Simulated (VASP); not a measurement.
Input of a VASP 6.6.1 run:

Contents of INCAR:

```
ALGO     = Fast           # electronic algorithm
EDIFF    = 1E-6           # SCF threshold, eV
ENCUT    = 520            # plane-wave cutoff, eV
GGA      = PS             # functional
ISIF     = 2              # what is computed and relaxed
ISMEAR   = 0              # smearing method
LASPH    = T              # aspherical terms in the spheres
LCHARG   = F              # write CHGCAR
LREAL    = F              # projectors in reciprocal space
LWAVE    = F              # write WAVECAR
NBANDS   = 16             # bands
NELM     = 100            # most SCF steps
PREC     = Accurate       # precision mode
SIGMA    = 0.02           # smearing width, eV
```

Contents of KPOINTS:

```
k-points
0
Gamma
  10 10 10
```

Contents of POSCAR:

```
GaN
1.0
    0.0000000000      2.1805773278      2.1805773278
    2.1805773278      0.0000000000      2.1805773278
    2.1805773278      2.1805773278      0.0000000000
Ga N
1 1
Direct
    0.0000000000      0.0000000000      0.0000000000
    0.7500000000      0.7500000000      0.7500000000
```

Potentials or basis: VASP PAW PBE potentials, release 64 (Ga_d, N).

The run is started by

```console
$ cat potpaw_PBE.64/Ga_d/POTCAR potpaw_PBE.64/N/POTCAR > POTCAR
$ mpirun -np 1 vasp_std > vasp.out
```

Q: What does it give for the pressure?

A: 21.1 GPa.

Q: Estimate the band gap on the k mesh.

A: 2.31 eV, direct.

Caveat: so large a pressure means that the cell lies far from this level's equilibrium, or that cutoff or potentials fall short; the potentials were made for another functional, which shifts forces and pressure.
